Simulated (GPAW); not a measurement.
# CdS (Greenockite) (P6_3mc) in GPAW: notebook

The runs below take CdS (Greenockite) through relaxation of cell and atoms, single point, with revTPSS+D3, PBE, BLYP, r2SCAN+D3(BJ).

All numbers are computed with GPAW 26.7.0; they aren't measurements. Logs are shortened: lines on timing, memory, paths and dates and some standing lists are left out, and cuts for length are marked. The log counts tension as positive stress, the text compression.

**What was measured.**

“Isotope dependence of band-gap energy”, 2008, arxiv:0807.2152 quotes, for a bulk crystal of CdS: band gap 2.5809 ± 0.0002 eV.

How close the calculation comes is told below.

### Step 1. Starting point

It takes space group P6_3mc (No. 186, hexagonal). Conventional cell: a = 4.150 Å, b = 4.150 Å, c = 6.737 Å, α = 90.00°, β = 90.00°, γ = 120.00°. Around Cd (site symmetry 3m) lie 4 S at 2.53 to 2.54 Å. S (site symmetry 3m) has 4 Cd at 2.53 to 2.54 Å as nearest neighbours.

### Step 2. Relaxation of cell and atoms, revTPSS+D3

File run.py:

```python
from ase.calculators.mixing import SumCalculator
from ase.filters import FrechetCellFilter
from ase.io import write
from ase.optimize import BFGS
from ase.spacegroup import crystal
from dftd3.ase import DFTD3
from gpaw import GPAW, PW

# Cd 2b
# S 2b
atoms = crystal(['Cd', 'S'],
                basis=[[0.6666666667, 0.3333333333, 0.5],
                       [0.6666666667, 0.3333333333, 0.875]],
                spacegroup=186, setting=1,  # P6_3mc
                cellpar=[4.15, 4.15, 6.737, 90.0, 90.0, 120.0],
                primitive_cell=True)

calc = GPAW(mode=PW(600),
            xc='MGGA_X_REVTPSS+MGGA_C_REVTPSS',
            kpts={'size': (5, 5, 3), 'gamma': True},
            occupations={'name': 'fermi-dirac', 'width': 0.05},
            nbands=31,
            convergence={'density': 1e-05, 'energy': 1e-05},
            eigensolver='davidson',
            maxiter=150,
            txt='gpaw.txt')
atoms.calc = SumCalculator([calc, DFTD3(method='revtpss', damping='d3zero')])
opt = BFGS(FrechetCellFilter(atoms), trajectory='relax.traj', logfile='-')
done = opt.run(fmax=0.02, steps=60)
calc.write('gs.gpw')
write('result.traj', atoms)
print('Converged:', done)
print('Cell:', atoms.cell.cellpar().round(4))
print('Volume:', round(atoms.get_volume(), 4))
print(atoms.get_scaled_positions().round(5))
```

Potentials or basis: GPAW PAW data sets (gpaw-data 1.2.1), pw.

On the command line:

```sh
> OMP_NUM_THREADS=1 python run.py
```

gpaw.txt:

```text
__  _  _
 | _ |_)|_||  |
 |__||  | ||/\| - 26.7.0

Input parameters:
  mode=PW(ecut=600.0),
  convergence={'density': 1e-05, 'energy': 1e-05},
  eigensolver=Davidson(niter=2),
  kpts=MonkhorstPack(size=(5, 5, 3), gamma=True),
  maxiter=150,
  nbands=31,
  occupations=Occupations(name='fermi-dirac', width=0.05),
  xc=XC(name='MGGA_X_REVTPSS+MGGA_C_REVTPSS')

Diagonalizing LCAO Hamiltonian
Converting LCAO to pw mode

            S

            Cd
        S

        Cd

Atoms  # Å, Bohr magnetons
|   | symbol |         x |        y |        z |    initial magnetic moments |
|---|--------|-----------|----------|----------|-----------------------------|
| 0 |     Cd |  2.075000 | 1.198002 | 3.368500 | ( 0.0000,  0.0000,  0.0000) |
| 1 |     Cd | -0.000000 | 2.396004 | 0.000000 | ( 0.0000,  0.0000,  0.0000) |
| 2 |      S |  2.075000 | 1.198002 | 5.894875 | ( 0.0000,  0.0000,  0.0000) |
| 3 |      S | -0.000000 | 2.396004 | 2.526375 | ( 0.0000,  0.0000,  0.0000) |

Unit cell  # Å
| periodic |         x |        y |        z |  lengths |     angles |
|----------|-----------|----------|----------|----------|------------|
|      yes |  4.150000 | 0.000000 | 0.000000 | 4.150000 |  90.000000 |
|      yes | -2.075000 | 3.594005 | 0.000000 | 4.150000 |  90.000000 |
|      yes |  0.000000 | 0.000000 | 6.737000 | 6.737000 | 120.000000 |

Number of symmetries: 6
Symmetry operations  # r_c * U_cc + t_c -> r_c
|   | kind |            matrix            |
|---|------|------------------------------|
| 0 |  σ   |  1, 1, 0,  0,-1, 0,  0, 0, 1 |
| 1 |  E   |  1, 0, 0,  0, 1, 0,  0, 0, 1 |
| 2 |  C3  |  0, 1, 0, -1,-1, 0,  0, 0, 1 |
| 3 |  σ   |  0,-1, 0, -1, 0, 0,  0, 0, 1 |
| 4 |  σ   | -1, 0, 0,  1, 1, 0,  0, 0, 1 |
| 5 |  C3  | -1,-1, 0,  1, 0, 0,  0, 0, 1 |

BZ-sampling:
  Number of BZ points: 75
  Number of IBZ points: 12
[... 119 lines left out ...]
xc functional:
  name: MGGA_X_REVTPSS+MGGA_C_REVTPSS with 2 nearest neighbor stencil

convergence criteria:
- Maximum integral of absolute [dens]ity change: 1e-05 electrons / valence electron
- Maximum [total energy] change in last 3 cyles: 1e-05 eV / valence electron
- Maximum integral of absolute [eigenst]ate change: 4e-08 eV^2 / valence electron
maximum number of iterations: 150

SCF iterations
|iter     | |      energy | eigst |  dens |
|---------|-|-------------|-------|-------|
|iter:   1| |  148.942685 | +1.60 |       |
|iter:   2| |   27.013378 | +0.89 | -0.71 |
|iter:   3| |   23.230482 | -0.66 | -1.11 |
|iter:   4| |   24.116731 | -2.01 | -1.09 |
|iter:   5| |   24.485382 | -1.61 | -1.27 |
|iter:   6| |   24.172255 | -1.68 | -1.52 |
|iter:   7| |   24.239245 | -3.35 | -1.48 |
|iter:   8| |   24.448982 | -2.42 | -1.50 |
|iter:   9| |   24.424920 | -3.67 | -1.74 |
|iter:  10| |   24.443833 | -3.86 | -1.79 |
|iter:  11| |   24.446435 | -4.25 | -1.90 |
|iter:  12| |   24.465219 | -3.13 | -1.98 |
|iter:  13| |   24.462938 | -3.98 | -2.45 |
|iter:  14| |   24.462842 | -5.23 | -3.39 |
|iter:  15| |   24.462821c| -5.88 | -3.72 |
|iter:  16| |   24.462822c| -7.10 | -4.35 |
|iter:  17| |   24.462821c| -7.89c| -4.88 |
|iter:  18| |   24.462821c| -8.78c| -5.25c|

Converged in 18 steps
Energy contributions relative to reference atoms: (reference = -326061.476468)
[... 67 lines left out ...]
        Cd

Atoms  # Å, Bohr magnetons
|   | symbol |         x |        y |         z |    initial magnetic moments |
|---|--------|-----------|----------|-----------|-----------------------------|
| 0 |     Cd |  2.071959 | 1.196246 |  3.362681 | ( 0.0000,  0.0000,  0.0000) |
| 1 |     Cd | -0.000000 | 2.392492 | -0.001261 | ( 0.0000,  0.0000,  0.0000) |
| 2 |      S |  2.071959 | 1.196246 |  5.888169 | ( 0.0000,  0.0000,  0.0000) |
| 3 |      S | -0.000000 | 2.392492 |  2.524217 | ( 0.0000,  0.0000,  0.0000) |

Unit cell  # Å
| periodic |         x |         y |         z |  lengths |     angles |
|----------|-----------|-----------|-----------|----------|------------|
|      yes |  4.143918 |  0.000000 | -0.000000 | 4.143918 |  90.000000 |
|      yes | -2.071959 |  3.588739 |  0.000000 | 4.143918 |  90.000000 |
|      yes | -0.000000 | -0.000000 |  6.727892 | 6.727892 | 120.000000 |

Number of symmetries: 6
Symmetry operations  # r_c * U_cc + t_c -> r_c
|   | kind |            matrix            |
|---|------|------------------------------|
| 0 |  σ   |  1, 1, 0,  0,-1, 0,  0, 0, 1 |
| 1 |  E   |  1, 0, 0,  0, 1, 0,  0, 0, 1 |
| 2 |  C3  |  0, 1, 0, -1,-1, 0,  0, 0, 1 |
| 3 |  σ   |  0,-1, 0, -1, 0, 0,  0, 0, 1 |
| 4 |  σ   | -1, 0, 0,  1, 1, 0,  0, 0, 1 |
| 5 |  C3  | -1,-1, 0,  1, 0, 0,  0, 0, 1 |

BZ-sampling:
  Number of BZ points: 75
  Number of IBZ points: 12
[... 1359 lines left out ...]
xc functional:
  name: MGGA_X_REVTPSS+MGGA_C_REVTPSS with 2 nearest neighbor stencil

convergence criteria:
- Maximum integral of absolute [dens]ity change: 1e-05 electrons / valence electron
- Maximum [total energy] change in last 3 cyles: 1e-05 eV / valence electron
- Maximum integral of absolute [eigenst]ate change: 4e-08 eV^2 / valence electron
maximum number of iterations: 150

SCF iterations
|iter     | |      energy | eigst |  dens |
|---------|-|-------------|-------|-------|
|iter:   1| |1107444887.719986 |       |       |
|iter:   2| |   24.971193 | +0.25 | -0.87 |
|iter:   3| |   24.504365 | -0.86 | -1.96 |
|iter:   4| |   24.493434 | -1.65 | -2.00 |
|iter:   5| |   24.507231 | -2.56 | -2.05 |
|iter:   6| |   24.512321 | -3.47 | -2.20 |
|iter:   7| |   24.513435 | -4.33 | -2.32 |
|iter:   8| |   24.513753 | -5.07 | -2.39 |
|iter:   9| |   24.515635 | -4.28 | -2.44 |
|iter:  10| |   24.514333 | -4.83 | -2.66 |
|iter:  11| |   24.514797 | -5.22 | -2.53 |
|iter:  12| |   24.515829 | -4.29 | -2.62 |
|iter:  13| |   24.515802 | -5.30 | -3.14 |
|iter:  14| |   24.515814c| -5.98 | -3.79 |
|iter:  15| |   24.515815c| -6.40 | -4.14 |
|iter:  16| |   24.515815c| -7.12 | -4.47 |
|iter:  17| |   24.515815c| -8.41c| -4.97 |
|iter:  18| |   24.515815c| -9.47c| -5.43c|

Converged in 18 steps
Energy contributions relative to reference atoms: (reference = -326061.476468)
[... 288 lines left out ...]
Gap: 1.400 eV
Transition (v -> c):
  (s=0, k=0, n=17, [0.00, 0.00, 0.00]) -> (s=0, k=0, n=18, [0.00, 0.00, 0.00])
No difference between direct/indirect transitions

Stress tensor  # eV/Ang^3
|         x |         y |         z |
|-----------|-----------|-----------|
| -0.022246 |  0.000000 | -0.000000 |
|  0.000000 | -0.022246 |  0.000000 |
| -0.000000 |  0.000000 | -0.022838 |

Forces  # eV/Ang
|        x |       y |        z |
|----------|---------|----------|
| -0.00000 | 0.00000 | -0.01102 |  # Cd   0
|  0.00000 | 0.00000 | -0.01145 |  # Cd   1
|  0.00000 | 0.00000 |  0.01075 |  # S    2
|  0.00000 | 0.00000 |  0.01150 |  # S    3

Interpolating wave functions to new cell

            S

            Cd
        S

        Cd

Atoms  # Å, Bohr magnetons
|   | symbol |         x |        y |         z |    initial magnetic moments |
|---|--------|-----------|----------|-----------|-----------------------------|
| 0 |     Cd |  2.049621 | 1.183349 |  3.295692 | ( 0.0000,  0.0000,  0.0000) |
| 1 |     Cd | -0.000000 | 2.366698 | -0.011653 | ( 0.0000,  0.0000,  0.0000) |
| 2 |      S |  2.049621 | 1.183349 |  5.799520 | ( 0.0000,  0.0000,  0.0000) |
| 3 |      S | -0.000000 | 2.366698 |  2.492114 | ( 0.0000,  0.0000,  0.0000) |
[... 955 lines left out ...]
Gap: 1.420 eV
Transition (v -> c):
  (s=0, k=0, n=17, [0.00, 0.00, 0.00]) -> (s=0, k=0, n=18, [0.00, 0.00, 0.00])
No difference between direct/indirect transitions

Stress tensor  # eV/Ang^3
|         x |         y |         z |
|-----------|-----------|-----------|
| -0.021950 |  0.000000 | -0.000000 |
|  0.000000 | -0.021950 |  0.000000 |
| -0.000000 |  0.000000 | -0.022915 |

Forces  # eV/Ang
|        x |       y |        z |
|----------|---------|----------|
|  0.00000 | 0.00000 |  0.02221 |  # Cd   0
| -0.00000 | 0.00000 |  0.02283 |  # Cd   1
|  0.00000 | 0.00000 | -0.02243 |  # S    2
| -0.00000 | 0.00000 | -0.02290 |  # S    3

# Writing to gs.gpw (mode='')
```

Run time: 5.7 min. Hardware: 1 thread of AMD EPYC 9R45 (Zen 5), shared host; peak memory 1.4 GiB.

What came out:

- Free energy: 23.0014 eV
- Relaxed volume: 24.10 Å³/atom
- Relaxed cell: a = 4.114 Å, b = 4.114 Å, c = 6.577 Å, α = 90.00°, β = 90.00°, γ = 120.00°
- Space group after relaxing (to 0.05 Å): P6_3mc (No. 186)
- Energy gained by relaxing: 8.8 meV/atom
- Ionic steps: 12
- Pressure after relaxing: 0.1 GPa
- Band gap on the k mesh: 1.42 eV, direct
- Dispersion energy per atom: -0.379 eV

The path:
| step | energy change (eV) | largest force (eV/Å) | pressure (GPa) | volume (Å³) |
| --- | --- | --- | --- | --- |
| 1 | 0.0000 | 0.0886 | -2.55 | 100.48 |
| 2 | -0.0068 | 0.0761 | -2.31 | 100.05 |
| 3 | -0.0330 | 0.0356 | 0.11 | 96.34 |
| 4 | -0.0334 | 0.0195 | -0.05 | 96.57 |
| 5 | -0.0336 | 0.0047 | -0.09 | 96.62 |
| 6 | -0.0339 | 0.0222 | -0.05 | 96.56 |
| 7 | -0.0340 | 0.0292 | 0.01 | 96.47 |
| 8 | -0.0340 | 0.0317 | 0.09 | 96.36 |
| 9 | -0.0342 | 0.0300 | 0.17 | 96.26 |
| 10 | -0.0345 | 0.0227 | 0.22 | 96.19 |
| 11 | -0.0348 | 0.0099 | 0.18 | 96.24 |
| 12 | -0.0350 | 0.0019 | 0.07 | 96.38 |

Final structure:
```yaml
crystal:
  lattice:
    - [4.11350, 0.00000, 0.00000]
    - [-2.05675, 3.56240, 0.00000]
    - [0.00000, 0.00000, 6.57717]
  atoms:
    - { symbol: Cd, position: [0.66667, 0.33333, 0.49652] }
    - { symbol: Cd, position: [0.33333, 0.66667, 0.99651] }
    - { symbol: S, position: [0.66667, 0.33333, 0.87846] }
    - { symbol: S, position: [0.33333, 0.66667, 0.37847] }
```

Levels at points of the mesh, in eV from the valence-band top:
```tsv
k point	band 14	band 15	band 16	band 17	band 18	band 19	band 20	band 21	band 22	band 23
(0.00, 0.00, 0.00)	-0.83	-0.83	-0.01	0.00	0.00	1.42	2.85	6.57	6.57	7.13
```

Caveat: later steps reuse the first step's grids; the PAW data sets were made with another functional, which shifts forces and pressure a little.

### Step 3. Single point, PBE

File run.py:

```python
from ase.dft.bandgap import bandgap
from ase.io import write
from ase.spacegroup import crystal
from ase.units import GPa
from gpaw import GPAW, PW

# Cd 2b
# S 2b
atoms = crystal(['Cd', 'S'],
                basis=[[0.6666666667, 0.3333333333, 0.5],
                       [0.6666666667, 0.3333333333, 0.875]],
                spacegroup=186, setting=1,  # P6_3mc
                cellpar=[4.15, 4.15, 6.737, 90.0, 90.0, 120.0],
                primitive_cell=True)

calc = GPAW(mode=PW(340),
            xc='PBE',
            kpts={'size': (5, 5, 3), 'gamma': True},
            occupations={'name': 'fermi-dirac', 'width': 0.05},
            nbands=31,
            convergence={'density': 1e-05, 'energy': 1e-05},
            maxiter=100,
            txt='gpaw.txt')
atoms.calc = calc
energy = atoms.get_potential_energy()
forces = atoms.get_forces()
stress = atoms.get_stress()
calc.write('gs.gpw')
write('result.traj', atoms)
print(f'Energy: {energy:.6f} eV')
print('Forces (eV/A):')
print(forces.round(4))
print('Stress (GPa):', (stress / GPa).round(3))
print('Fermi level:', round(calc.get_fermi_level(), 4), 'eV')
print(f'Gap: {bandgap(calc)[0]:.4f} eV, direct: {bandgap(calc, direct=True)[0]:.4f} eV')
```

Potentials or basis: GPAW PAW data sets (gpaw-data 1.2.1), pw.

On the command line:

```sh
> OMP_NUM_THREADS=1 python run.py
```

It took 8.7 s on 1 thread of Intel Xeon Platinum 8488C (Sapphire Rapids), shared host; peak memory 0.15 GiB.

The run converged, but some of its settings lie outside the range that counts as converged, so its numbers aren't taken as properties of the crystal.

What came out:

```yaml
Free_energy: -12.0598 eV
Pressure: -1.1 GPa
Largest_force: 0.064 eV/Å
Band_gap_on_the_k_mesh: 1.16 eV, direct
```

Caveat: the cutoff is short for stress and forces, so pressures can be off by a GPa or more.

(Part 1 of 2 ends here.)
